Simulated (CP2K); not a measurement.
# Ge in CP2K: convergence with cutoff ry

Ge:

```xyz
1
Lattice="2.9467 0.0000 0.0000 -0.5651 2.8920 0.0000 -1.1908 -1.4460 2.2746" Properties=species:S:1:pos:R:3 pbc="T T T"
Ge    1.1908    1.4460    0.0000
```

The cell was built by a generator and needn't be a form met in nature.

```yaml
Program: CP2K 2026.2
Task: single point
Functional: PBEsol
Potentials_or_basis: POTENTIAL_UZH Ge GTH-PBE-q4; DZVP-MOLOPT-PBE-GTH basis
Density_cutoff: 1225 eV
k_mesh: 9 × 9 × 9
Occupations: fermi-dirac, width 0.05 eV
Spin: no spin polarisation
```

These are the settings of the first run; the series varies cutoff ry, with any setting tied to it.

Hardware: 1 thread of Arm Neoverse V2, with other jobs on the host.

```csv
cutoff ry,"energy less the tightest run, at zero smearing (meV/atom)",SCF cycles,CPU time (s),peak memory (GiB)
90 Ry,0.04,9,4.2,0.16
140 Ry,0.00,9,5.4,0.16
190 Ry,0.00,9,5.8,0.16
250 Ry,0.00,9,5.4,0.17
320 Ry,0.00,9,5.1,0.17
380 Ry,0.00,9,5.2,0.18
450 Ry,0.00,9,6,0.19
560 Ry,0.00,9,6.1,0.21
720 Ry,0.00,9,5.6,0.22
```

Against the tightest run, the energy stays within 1 meV/atom from 90 Ry on. The tightest run that finished is the yardstick and may itself not be fully converged.
